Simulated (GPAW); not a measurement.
The system is TaN.

```
Ta N
1.0
     0.00000    2.21132    2.21132
     2.21132    0.00000    2.21132
     2.21132    2.21132    0.00000
Ta N
1 1
Direct
  0.50000 0.50000 0.50000
  0.00000 0.00000 0.00000
```

The cell comes from a database or a generator and needn't be the stable form of this composition.

* Program: GPAW 26.7.0
* Task: relaxation of cell and atoms
* Functional: PBEsol
* Dispersion: D3(BJ)+ATM
* Potentials or basis: PAW data sets generated in the run's folder for this functional
* Cutoff: 800 eV
* Basis: pw
* k mesh: 10 × 10 × 10
* Occupations: fermi-dirac, width 0.05 eV
* Spin: no spin polarisation

At the start: pressure -16.5 GPa; volume 10.81 Å³/atom.

Task: How do energy, volume and symmetry change on relaxing?

Result: Over 4 steps the energy falls by 25.7 meV/atom and the volume is 10.30 Å³/atom (-4.8 %); space group Fm-3m (No. 225, to 0.05 Å).

Step by step:
```
step  energy change (eV)  largest force (eV/Å)  pressure (GPa)  volume (Å³)
   1              0.0000                0.0000          -16.48        21.63
   2             -0.0386                0.0000           -8.92        21.12
   3             -0.0513                0.0000            0.59        20.56
   4             -0.0515                0.0000           -0.02        20.59
```

Final structure:
```yaml
crystal:
  lattice:
    - [0.00000, 2.17555, 2.17555]
    - [2.17555, 0.00000, 2.17555]
    - [2.17555, 2.17555, 0.00000]
  atoms:
    - { symbol: Ta, position: [0.50000, 0.50000, 0.50000] }
    - { symbol: N, position: [0.00000, 0.00000, 0.00000] }
```

Caveat: later steps reuse the first step's grids; pairwise dispersion overbinds metals, which lowers pressure and volume.
